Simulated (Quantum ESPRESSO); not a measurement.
MgS (Niningerite) under changes of volume

One of the cells (17.609 Å³/atom); the others are scaled copies at fixed shape and fractional positions:

```xyz
2
Lattice="0.0000 2.6016 2.6016 2.6016 0.0000 2.6016 2.6016 2.6016 0.0000" Properties=species:S:1:pos:R:3 pbc="T T T"
S     2.6016    2.6016    2.6016
Mg    0.0000    0.0000    0.0000
```

```yaml
Program: Quantum ESPRESSO 7.5
Functional: LDA
Potentials_or_basis: PseudoDojo 0.4.1 SR LDA standard
Cutoff: 1143 eV
Density_cutoff: 4572 eV
k_mesh: 9 × 9 × 9
Occupations: fermi-dirac, width 0.05 eV
Spin: no spin polarisation
```

```csv
volume (Å³/atom),energy over the lowest point (meV/atom),pressure (GPa),gap on the mesh (eV)
16.553,1.84,1.7,2.82
16.905,0.00,-0.1,2.78
17.257,1.95,-1.7,2.74
17.609,7.32,-3.2,2.69
17.962,15.76,-4.5,2.65
18.314,26.96,-5.7,2.61
18.666,?,?,?
```

Task: What does the run at 18.666 Å³/atom give?

Result: Energy over the lowest point 40.65 meV/atom; pressure -6.8 GPa; gap on the mesh 2.57 eV.

Worked out: A Birch-Murnaghan fit of order 3 (a polynomial in V^(-2/3)) to the other rows has its minimum at 16.89 Å³/atom with B0 = V·E''(V) = 83 GPa and B' = 4.1. It gives 40.63 meV/atom at 18.666 Å³/atom, against the run's 40.65, and -dE/dV = -6.7 GPa, against -6.8. A straight line through the other rows of the gap, of slope -2.11 eV per unit of ln V, extrapolates to 2.57 eV, against the run's 2.57.

Energies are extrapolated to zero smearing.

Caveats: an odd mesh through Γ misses points on the zone boundary, where band edges often lie.
